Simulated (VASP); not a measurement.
Write the native input for VASP 6.6.1 that does the following.

| Property | Result |
| --- | --- |
| Task | relaxation of cell and atoms |
| Functional | PBE |
| Potentials or basis | VASP PAW PBE potentials, release 64 (Ti_sv, C) |
| Cutoff | 520 eV |
| k mesh | 16 × 16 × 16 |
| Occupations | gaussian, width 0.1 eV |
| Spin | no spin polarisation |
| Further INCAR settings | ALGO = Normal; EDIFF = 1e-07; AMIX = 0.2; IBRION = 2; EDIFFG = -0.002; NSW = 80; ISIF = 3 |

The structure of TiC lies in POSCAR:

```
TiC
1.0
    0.0000000000      2.1593000000      2.1593000000
    2.1593000000      0.0000000000      2.1593000000
    2.1593000000      2.1593000000      0.0000000000
Ti C
1 1
Direct
    0.0000000000      0.0000000000      0.0000000000
    0.5000000000      0.5000000000      0.5000000000
```

The input as run:

INCAR

```
PREC     = Accurate       # precision mode
ENCUT    = 520            # plane-wave cutoff, eV
EDIFF    = 1E-7           # SCF threshold, eV
ISMEAR   = 0              # smearing method
SIGMA    = 0.1            # smearing width, eV
LREAL    = False          # projectors in reciprocal space
LASPH    = True           # aspherical terms in the spheres
NELM     = 80             # most SCF steps
ALGO     = Normal         # electronic algorithm
ISIF     = 3              # what is computed and relaxed
LWAVE    = False          # write WAVECAR
LCHARG   = False          # write CHGCAR
GGA      = PE             # functional
IBRION   = 2              # ionic algorithm
NSW      = 80             # ionic steps
EDIFFG   = -0.002         # ionic threshold
AMIX     = 0.2
```

KPOINTS

```
Automatic mesh
0
Gamma
  16 16 16
```

Potentials or basis: VASP PAW PBE potentials, release 64 (Ti_sv, C).

Command:

```console
$ cat potpaw_PBE.64/Ti_sv/POTCAR potpaw_PBE.64/C/POTCAR > POTCAR
$ mpirun -np 1 vasp_std > vasp.out
```

It gave:

```yaml
Relaxed_volume: 10.18 Å³/atom
Relaxed_cell: a = 3.065 Å, b = 3.065 Å, c = 3.065 Å, α = 60.00°, β = 60.00°, γ = 60.00°
Space_group_after_relaxing_to_0.05_Å: Fm-3m (No. 225)
Energy_gained_by_relaxing: 0.9 meV/atom
Ionic_steps: 3
Pressure_after_relaxing: 0.0 GPa
Band_gap_on_the_k_mesh: none (metal or under the smearing width)
```

It took 110 s on 1 thread of AMD EPYC 7R13 Processor (Zen 3) (shared host), peak memory 0.14 GiB.
